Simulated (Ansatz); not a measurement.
The system is Ta.

```xyz
1
Lattice="-1.6513 1.6513 1.6513 1.6513 -1.6513 1.6513 1.6513 1.6513 -1.6513" Properties=species:S:1:pos:R:3 pbc="T T T"
Ta    0.0000    0.0000    0.0000
```

```yaml
Program: Ansatz 0.2.0
Task: relaxation of cell and atoms
Functional: revPBE
Potentials_or_basis: Ansatz PAW
Cutoff: "420 eV (not typed: the program's choice for these potentials)"
k_mesh: 11 × 11 × 11
Occupations: fermi-dirac, width 0.05 eV
Spin: no spin polarisation
```

At the start: volume 18.01 Å³/atom.

Q: Where does the relaxation end?

A: It ends after 4 steps and the volume is 18.48 Å³/atom (+2.6 %); space group Im-3m (No. 229, to 0.05 Å).

The path:
```csv
step,energy change (eV),largest force (eV/Å),volume (Å³)
1,0.0000,0.0000,18.01
2,-0.0071,0.0000,18.53
3,-0.0072,0.0000,18.48
4,-0.0074,0.0000,18.48
```

Final structure:
```
CELL_PARAMETERS angstrom
-1.66555 1.66555 1.66555
1.66555 -1.66555 1.66555
1.66555 1.66555 -1.66555
ATOMIC_POSITIONS crystal
Ta 0.00000 0.00000 0.00000
```

Caveat: the plane-wave basis is chosen anew once the cell has moved, so the energies of steps on either side of that aren't comparable; the PAW data sets come from PBE, with cores solved anew for the run's functional, which leaves a small shift of forces and pressure.
